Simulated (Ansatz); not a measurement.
Si2Mo:

```
Mo Si
1.0
    -1.60000    1.60000    3.93050
     1.60000   -1.60000    3.93050
     1.60000    1.60000   -3.93050
Mo Si
1 2
Direct
  0.00000 0.00000 0.00000
  0.66700 0.66700 0.00000
  0.33300 0.33300 0.00000
```

Base run:

| Quantity | Value |
| --- | --- |
| Program | Ansatz 0.2.0 |
| Functional | PBEsol |
| Potentials or basis | all-electron LAPW, scalar-relativistic |
| Cutoff | 205 eV (chosen from the basis error) |
| Basis error allowed | 0.002 eV/atom |
| k mesh | 12 × 12 × 12 |
| Occupations | fermi-dirac, width 0.05 eV |
| Spin | no spin polarisation |
| Hubbard terms | Mo d U = 4 eV |

Its results: band gap on the k mesh none (metal or under the smearing width); pressure -3.7 GPa; largest force 0.598 eV/Å.

Task: The run is repeated on the same cell with these changes: hubbard terms from Mo d U = 4 eV to none. What comes out?

Result: Band gap on the k mesh none (metal or under the smearing width); pressure -2.7 GPa; largest force 0.326 eV/Å.

Caveats: U is the effective U less J, on atomic orbitals that reach past the spheres (some runs); U without spin polarisation on a metal has little footing (some runs); the U is typed as a test and isn't derived for this compound (some runs).
